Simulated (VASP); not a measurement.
Here is a VASP 6.6.1 calculation.

File INCAR:

```
SYSTEM = MnO
ALGO = Fast
EDIFF = 1E-6
ENCUT = 520
GGA = PE
ISIF = 2
ISMEAR = 0
ISPIN = 2
LASPH = .TRUE.
LCHARG = .FALSE.
LDAU = .TRUE.
LDAUJ = 0 0
LDAUL = 2 -1
LDAUPRINT = 1
LDAUTYPE = 2
LDAUU = 7 0
LMAXMIX = 4
LORBIT = 11
LREAL = .FALSE.
LWAVE = .FALSE.
MAGMOM = 4.47 0
NELM = 120
PREC = Accurate
SIGMA = 0.05
```

Contents of KPOINTS:

```
k-points
0
G
  7 7 7
  0 0 0
```

The input POSCAR:

```
MnO
1.0
    0.0000000000      2.4365134300      2.4365134300
    2.4365134300      0.0000000000      2.4365134300
    2.4365134300      2.4365134300      0.0000000000
Mn O
1 1
Direct
    0.0000000000      0.0000000000      0.0000000000
    0.2500000000      0.2500000000      0.2500000000
```

Potentials or basis: VASP PAW PBE potentials, release 64 (Mn_pv, O).

Run with:

```bash
$ cat potpaw_PBE.64/Mn_pv/POTCAR potpaw_PBE.64/O/POTCAR > POTCAR
$ mpirun -np 1 vasp_std > vasp.out
```

Problem. Estimate the net moment.

Solution. 5.00 μB per cell.

Problem. What does it give for the pressure?

Solution. 1.2 GPa.

Problem. Predict the site moments.

Solution. Mn +4.70; O +0.04 μB.

Eigenvalues of the final occupation matrices:
| site | spin | trace | eigenvalues |
| --- | --- | --- | --- |
| site 1 d | 1 | 4.79 | 0.95 0.95 0.96 0.96 0.96 |
| site 1 d | 2 | 0.16 | 0.01 0.01 0.04 0.04 0.04 |

Caveat: a cell with one magnetic atom can't hold antiferromagnetic order, which such compounds often take. The state reached can hang on the start; a lower one may exist.
